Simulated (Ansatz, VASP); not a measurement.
**ZnO (zincite): VASP beside Ansatz**

Aim: how closely do two programs agree when they are given the same cell, functional and k mesh?

Method: plane waves, with VASP 6.6.1 beside it; relaxation of cell and atoms at r2SCAN, in Ansatz 0.2.0.

### Step 1. Starting point

Symmetry: P6_3mc, No. 186, hexagonal system. The conventional cell has a = 3.249 Å, b = 3.249 Å, c = 5.206 Å, α = 90.00°, β = 90.00°, γ = 120.00°. Nearest to Zn lie 4 O at 1.97 to 1.98 Å. O has 4 Zn at 1.97 to 1.98 Å nearest. Farther neighbours and most contacts between anions are not listed.

Coordinates:

```cif
data_structure
_symmetry_space_group_name_H-M 'P6_3mc'
_symmetry_Int_Tables_number 186
_cell_length_a 3.2493
_cell_length_b 3.2493
_cell_length_c 5.2057
_cell_angle_alpha 90.000
_cell_angle_beta 90.000
_cell_angle_gamma 120.000
_cell_volume 47.60
loop_
_atom_site_label
_atom_site_type_symbol
_atom_site_symmetry_multiplicity
_atom_site_Wyckoff_symbol
_atom_site_fract_x
_atom_site_fract_y
_atom_site_fract_z
_atom_site_occupancy
Zn1 Zn 2 b 0.33333 0.66667 0.50000 1
O1 O 2 b 0.66667 0.33333 0.37901 1
```

### Step 2. VASP: relaxation of cell and atoms, r2SCAN

The relaxed volume is the usual yardstick between codes: its relative difference is about their pressure difference at one cell divided by the bulk modulus.

Lines of VASP's logs that name or quote its potential files are left out, and so is its time.

The input, INCAR:

```
SYSTEM = ZnO
PREC = Accurate
ENCUT = 560
EDIFF = 1E-06
NELM = 100
ISMEAR = -1
SIGMA = 0.05
LREAL = .FALSE.
ALGO = Normal
METAGGA = R2SCAN
LASPH = .TRUE.
NBANDS = 24
LORBIT = 11
LWAVE = .FALSE.
LCHARG = .FALSE.
KPAR = 4
IBRION = 2
NSW = 60
ISIF = 3
EDIFFG = -0.01
```

The input, POSCAR:

```
ZnO
1.0
    3.2493080000      0.0000000000      0.0000000000
   -1.6246540000      2.8139832727      0.0000000000
    0.0000000000      0.0000000000      5.2057090000
Zn O
2 2
Direct
    0.3333333333      0.6666666667      0.5000000000
    0.6666666667      0.3333333333      0.0000000000
    0.6666666667      0.3333333333      0.3790100000
    0.3333333333      0.6666666667      0.8790100000
```

The input, KPOINTS:

```
Automatic mesh
0
Gamma
8 8 5
0 0 0
```

The projector-augmented-wave data sets are Zn and O (PBE family, release 64).

Launch:

```sh
$ mpirun -np 4 vasp_std
```

Numbers of over 12 decimals in the logs are rounded to 6 here.

The log of the run:

```text
[banner, memory and clock lines left out]
running    4 mpi-ranks, on    1 nodes
 distrk:  each k-point on    1 cores,    4 groups
 distr:  one band on    1 cores,    1 groups

 POSCAR found type information on POSCAR ZnO
 POSCAR found :  2 types and       4 ions
|                                                                             |
|               ----> ADVICE to this user running VASP <----                  |
|                                                                             |
|     You enforced a specific xc type in the INCAR file but a different       |
|     [... a line on the potential file left out ...]
|     I HOPE YOU KNOW WHAT YOU ARE DOING!                                     |
|                                                                             |

 LDA part: xc-table for (None), standard interpolation
 POSCAR, INCAR and KPOINTS ok, starting setup
 FFT: planning ... GRIDC
 FFT: planning ... GRID_SOFT
 FFT: planning ... GRID
 WAVECAR not read
 entering main loop
       N       E                     dE             d eps       ncg     rms          rms(c)
DAV:   1     0.278370938241E+03    0.27837E+03   -0.20047E+04  1448   0.237E+03
DAV:   2    -0.168720697894E+02   -0.29524E+03   -0.28055E+03  1552   0.450E+02
DAV:   3    -0.461296735091E+02   -0.29258E+02   -0.29052E+02  1640   0.148E+02
DAV:   4    -0.465936053178E+02   -0.46393E+00   -0.46368E+00  1720   0.196E+01
DAV:   5    -0.465962205256E+02   -0.26152E-02   -0.26152E-02  1608   0.139E+00    0.143E+01
DAV:   6    -0.359906170553E+02    0.10606E+02   -0.54218E+00  2040   0.709E+01    0.101E+01
DAV:   7    -0.363351060480E+02   -0.34449E+00   -0.48821E+00  1440   0.207E+01    0.517E+00
DAV:   8    -0.363522428017E+02   -0.17137E-01   -0.57676E-01  2208   0.946E+00    0.279E+00
DAV:   9    -0.363220591999E+02    0.30184E-01   -0.12978E-01  1672   0.358E+00    0.515E-01
DAV:  10    -0.363192257498E+02    0.28335E-02   -0.35573E-02  2152   0.261E+00    0.171E-01
DAV:  11    -0.363196167497E+02   -0.39100E-03   -0.76671E-03  1592   0.815E-01    0.390E-02
DAV:  12    -0.363195892028E+02    0.27547E-04   -0.17796E-04  1552   0.135E-01    0.341E-02
DAV:  13    -0.363195520321E+02    0.37171E-04   -0.72524E-05  1960   0.142E-01    0.427E-03
DAV:  14    -0.363195501604E+02    0.18717E-05   -0.23176E-05  1648   0.395E-02    0.141E-02
DAV:  15    -0.363195531324E+02   -0.29720E-05   -0.63359E-06  1600   0.233E-02    0.470E-03
DAV:  16    -0.363195520124E+02    0.11200E-05   -0.68751E-07   968   0.126E-02    0.190E-03
DAV:  17    -0.363195527420E+02   -0.72958E-06   -0.67595E-07   808   0.848E-03
   1 F= -.36319553E+02 E0= -.36319553E+02  d E =-.363196E+02
 curvature:   0.00 expect dE= 0.000E+00 dE for cont linesearch  0.000E+00
 trial: gam= 0.00000 g(F)=  0.135E-02 g(S)=  0.225E-02 ort = 0.000E+00 (trialstep = 0.100E+01)
 search vector abs. value=  0.360E-02
 bond charge predicted
       N       E                     dE             d eps       ncg     rms          rms(c)
DAV:   1    -0.363270186006E+02   -0.74666E-02   -0.66260E-01  1472   0.696E+00    0.661E-01
DAV:   2    -0.363232236051E+02    0.37950E-02   -0.35172E-02  1712   0.267E+00    0.360E-01
DAV:   3    -0.363211474719E+02    0.20761E-02   -0.13406E-03  1968   0.642E-01    0.148E-01
DAV:   4    -0.363207909355E+02    0.35654E-03   -0.93745E-04  1968   0.376E-01    0.201E-02
DAV:   5    -0.363208102551E+02   -0.19320E-04   -0.20160E-04  1512   0.153E-01    0.123E-02
DAV:   6    -0.363208133481E+02   -0.30930E-05   -0.63360E-06  1680   0.762E-02    0.638E-03
DAV:   7    -0.363208127914E+02    0.55669E-06   -0.21504E-06   984   0.350E-02
   2 F= -.36320813E+02 E0= -.36320813E+02  d E =-.126005E-02
 trial-energy change:   -0.001260  1 .order   -0.001154   -0.003599    0.001291
 step:   0.7598(harm=  0.7359)  dis= 0.00306  next Energy=   -36.320966 (dE=-0.141E-02)
 bond charge predicted
       N       E                     dE             d eps       ncg     rms          rms(c)
DAV:   1    -0.363213425682E+02   -0.52922E-03   -0.38181E-02  1440   0.169E+00    0.159E-01
DAV:   2    -0.363210668656E+02    0.27570E-03   -0.20297E-03  1744   0.647E-01    0.867E-02
DAV:   3    -0.363209646719E+02    0.10219E-03   -0.75456E-05  1920   0.153E-01    0.358E-02
DAV:   4    -0.363209547575E+02    0.99143E-05   -0.53797E-05  2000   0.900E-02    0.473E-03
DAV:   5    -0.363209552632E+02   -0.50562E-06   -0.11545E-05  1496   0.365E-02    0.289E-03
DAV:   6    -0.363209546478E+02    0.61534E-06   -0.29252E-07   824   0.172E-02
   3 F= -.36320955E+02 E0= -.36320955E+02  d E =-.140191E-02
 curvature:  -0.36 expect dE=-0.508E-05 dE for cont linesearch -0.600E-06
 trial: gam= 0.02524 g(F)=  0.125E-04 g(S)=  0.141E-05 ort =-0.769E-04 (trialstep = 0.952E+00)
 search vector abs. value=  0.123E-04
 reached required accuracy - stopping structural energy minimisation
```

Parts of OUTCAR (step 2):

```text
ion  position               nearest neighbor table
   1  0.333  0.667  0.500-   4 1.97   3 1.98   3 1.98   3 1.98
   2  0.667  0.333  0.000-   3 1.97   4 1.98   4 1.98   4 1.98
   3  0.667  0.333  0.379-   2 1.97   1 1.98   1 1.98   1 1.98
   4  0.333  0.667  0.879-   1 1.97   2 1.98   2 1.98   2 1.98

  LATTYP: Found a hexagonal cell.
 ALAT       =     3.2493080000
 C/A-ratio  =     1.6020977390

 Subroutine GETGRP returns: Found 12 space group operations
 (whereof  6 operations were pure point group operations)

The static configuration has the point symmetry C_3v.
 The point group associated with its full space group is C_6v.

 Found     30 irreducible k-points:

   k-points           NKPTS =     30   k-points in BZ     NKDIM =     30   number of bands    NBANDS=     24

   dimension x,y,z NGX =    28 NGY =   28 NGZ =   40
   dimension x,y,z NGXF=    56 NGYF=   56 NGZF=   80

   ENCUT  =  560.0 eV  41.16 Ry    6.42 a.u.   6.27  6.27 10.04*2*pi/ulx,y,z

   NELECT =      36.0000    total number of electrons

 k-points in reciprocal lattice and weights: Automatic mesh
   0.00000000  0.00000000  0.00000000       0.003
   0.12500000  0.00000000  0.00000000       0.019
   0.25000000  0.00000000  0.00000000       0.019
   0.37500000  0.00000000  0.00000000       0.019
   0.50000000  0.00000000  0.00000000       0.009
   0.12500000  0.12500000  0.00000000       0.019
   0.25000000  0.12500000  0.00000000       0.038
   0.37500000  0.12500000  0.00000000       0.038
   0.25000000  0.25000000  0.00000000       0.019
[...]
0.25000000  0.25000000  0.40000000       0.038
   0.37500000  0.25000000  0.40000000       0.038

 average (electrostatic) potential at core
       1 -41.3181       2 -41.3181       3 -76.8702       4 -76.8702

 E-fermi :   1.5123

 k-point     1 :       0.0000    0.0000    0.0000
  band No.  band energies     occupation
    ...
     14       0.0573      2.00000
     15       0.0574      2.00000
     16       0.7686      2.00000
     17       0.8643      2.00000
     18       0.8643      2.00000
     19       2.0906      0.00002
     20       6.7104      0.00000
     21       9.6788      0.00000
     22      14.5557      0.00000
     23      14.5557      0.00000
    ...

 k-point     2 :       0.1250    0.0000    0.0000
  band No.  band energies     occupation
    ...
     14      -0.4874      2.00000
     15      -0.1524      2.00000
     16       0.1149      2.00000
     17       0.6630      2.00000
     18       0.7499      2.00000
     19       3.0531      0.00000
     20       7.3456      0.00000
     21       9.6558      0.00000
     22      13.0596      0.00000
     23      14.7282      0.00000
    ...

 k-point     3 :       0.2500    0.0000    0.0000
  band No.  band energies     occupation
    ...
     14      -1.6401      2.00000
     15      -0.8342      2.00000
     16      -0.6610      2.00000
     17       0.3420      2.00000
     18       0.4563      2.00000
     19       4.5756      0.00000
     20       8.5731      0.00000
     21       9.5646      0.00000
     22      11.1570      0.00000
     23      13.2794      0.00000
    ...

  Total       -0.0072024     -0.0072024      0.0036758      0.0000000      0.0000000      0.0000000
  in kB       -0.2428535     -0.2428535      0.1239401      0.0000000      0.0000000      0.0000000
  external PRESSURE =      -0.1205890 kB  Pullay stress =       0.0000000 kB

  energy-cutoff  :      560.00
  volume of cell :       47.52
      direct lattice vectors                 reciprocal lattice vectors
     3.242368574  0.000000000  0.000000000     0.308416510  0.178064355  0.000000000
    -1.621184287  2.807973554 -0.000000000     0.000000000  0.356128710  0.000000000
     0.000000000  0.000000000  5.219042511    -0.000000000 -0.000000000  0.191606027

 POSITION                                       TOTAL-FORCE (eV/Angst)
 -----------------------------------------------------------------------------------
     -0.00000      1.87198      2.60645         0.000000      0.000000      0.008054
      1.62118      0.93599      5.21597        -0.000000      0.000000      0.008054
      1.62118      0.93599      1.98114        -0.000000      0.000000     -0.008054
     -0.00000      1.87198      4.59066        -0.000000     -0.000000     -0.008054
 -----------------------------------------------------------------------------------
    total drift:                                0.000000      0.000000     -0.045314

  FREE ENERGIE OF THE ION-ELECTRON SYSTEM (eV)
  ---------------------------------------------------
  free  energy   TOTEN  =       -36.3209546478 eV

  energy  without entropy=      -36.3209545657  energy(sigma->0) =      -36.32095461

 reached required accuracy - stopping structural energy minimisation

 total charge
# of ion       s       p       d       tot
------------------------------------------
    1        0.436   0.482   9.922  10.840
    2        0.436   0.482   9.922  10.840
    3        1.550   3.487   0.000   5.037
    4        1.550   3.487   0.000   5.037
--------------------------------------------------
tot          3.973   7.938  19.843  31.755

[... 3 further parts left out ...]
```

The run keeps the 12 symmetry operations of its start, so it cannot find a distortion of lower symmetry.

(Continued in part 2 of 2.)

[Lines on the potential files, build, host, timing and source positions are cut from VASP's logs without a mark.]

[Logs are printed without paths, hosts, clocks, repeated set-up lines and the standing remarks that a program may print on its own settings, such as how far it seeks lower states.]

[Hosts, paths, dates, database ids (printed as entryN), source tags and the programs' standing remarks are cut or masked in the printed files.]
